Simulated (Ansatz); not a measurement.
Crystal: BaTiO3.

```
Ba Ti O
1.0
     3.99980    0.00000    0.00000
     0.00000    3.99980    0.00000
     0.00000    0.00000    4.01800
Ba Ti O
1 1 3
Direct
  0.00000 0.00000 0.00000
  0.50000 0.50000 0.49000
  0.00000 0.50000 0.51700
  0.50000 0.00000 0.51700
  0.50000 0.50000 0.01900
```

- Program: Ansatz 0.2.0
- Task: relaxation of cell and atoms
- Functional: PBE
- Potentials or basis: Ansatz PAW
- Cutoff: 420 eV (not typed: the program's choice for these potentials)
- k mesh: 7 × 7 × 7
- Occupations: fermi-dirac, width 0.05 eV
- Spin: no spin polarisation
- Hubbard terms: Ti d U = 5 eV

At the start: volume 12.86 Å³/atom.

Q: How do energy, volume and symmetry change on relaxing?

A: It ends after 11 steps and the volume is 13.25 Å³/atom (+3.1 %); space group P4mm (No. 99, to 0.05 Å).

The path:
```csv
step,energy change (eV),largest force (eV/Å),volume (Å³)
1,0.0000,0.1694,64.28
2,-0.0148,0.1411,66.08
3,-0.0173,0.0418,65.86
4,-0.0175,0.0478,65.90
5,-0.0165,0.0937,66.25
6,-0.0178,0.0144,66.07
7,-0.0177,0.0008,66.10
8,-0.0250,0.0008,66.10
9,-0.0241,0.0222,66.36
10,-0.0245,0.0021,66.27
11,-0.0251,0.0021,66.27
```

Final structure:
```
Ba Ti O
1.0
     4.01932    0.00000    0.00000
     0.00000    4.01932    0.00000
     0.00000    0.00000    4.10230
Ba Ti O
1 1 3
Direct
  0.00000 0.00000 0.99774
  0.50000 0.50000 0.48515
  0.00000 0.50000 0.51610
  0.50000 0.00000 0.51610
  0.50000 0.50000 0.02790
```

Caveat: the plane-wave basis is chosen anew once the cell has moved, so the energies of steps on either side of that aren't comparable; the pressure holds a Pulay correction of +0.5 GPa for the finite cutoff.
